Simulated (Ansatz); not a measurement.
Working through a Berry-phase polarisation of MgO, space group P6_3/mmc

With Ansatz 0.2.0 through its Python package.

Interactive session:
```pycon
>>> import ansatz
>>> from ase import Atoms
>>> import numpy as np
>>> atoms = Atoms(
...     ["Mg", "Mg", "O", "O"],
...     scaled_positions=[
...         [2 / 3, 1 / 3, 0.75],
...         [1 / 3, 2 / 3, 0.25],
...         [2 / 3, 1 / 3, 0.25],
...         [1 / 3, 2 / 3, 0.75],
...     ],
...     cell=[
...         [3.48638, 0.0, 0.0],
...         [-1.74319, 3.01929, 0.0],
...         [0.0, 0.0, 4.17804],
...     ],
...     pbc=True,
... )
>>> structure = ansatz.Crystal.from_ase(atoms)
>>> def solve(structure):
...     return (
...         structure.calculation()
...         .functional(ansatz.Functional.R2SCAN)
...         .pseudopotentials("paw")
...         .kpoints(5, 5, 4, center="gamma")
...         .occupations("fixed")
...         .polarization()
...         .run()
...         .polarization()
...     )
...
>>> vectors = np.array(structure.lattice.vectors)
>>> shifted = structure.move(2, to=np.array(structure.sites[2].position) + 0.02 * np.linalg.inv(vectors)[0])
>>> before, after = solve(structure), solve(shifted)
DeckWarning: basis.ecutwfc = 500 eV, auto-derived from the records' recommended cutoffs: set by Mg (their level for a meta-GGA)
>>> for label, p in (("as typed", before), ("shifted", after)):
...     print(label, "reduced polarisation:", [round(axis.reduced, 4) for axis in p.axes], "modulo", p.modulus)
...
as typed reduced polarisation: [16.0, 16.0, 16.0] modulo 2
shifted reduced polarisation: [15.9898, 16.0, 16.0] modulo 2
>>> change = np.array([b.reduced - a.reduced for a, b in zip(before.axes, after.axes)])
>>> change -= before.modulus * np.round(change / before.modulus)
>>> dipole = change @ vectors
>>> print("dipole change (e A):", np.round(dipole, 4) + 0.0)
dipole change (e A): [-0.0356  0.      0.    ]
>>> print("column of the Born charge of", structure.sites[2].symbol, "for a shift along x:", np.round(dipole / 0.02, 2) + 0.0)
column of the Born charge of O for a shift along x: [-1.78  0.    0.  ]
```

This cell is a computed structure, which may not be the phase found in nature. Warnings are shown shortened and without file and line. Polarisation is defined up to a quantum, so only the change along a continuous path has meaning. Timing: 18 s on 1 thread of Arm Neoverse V1, with other jobs on the host, peak memory 0.47 GiB.
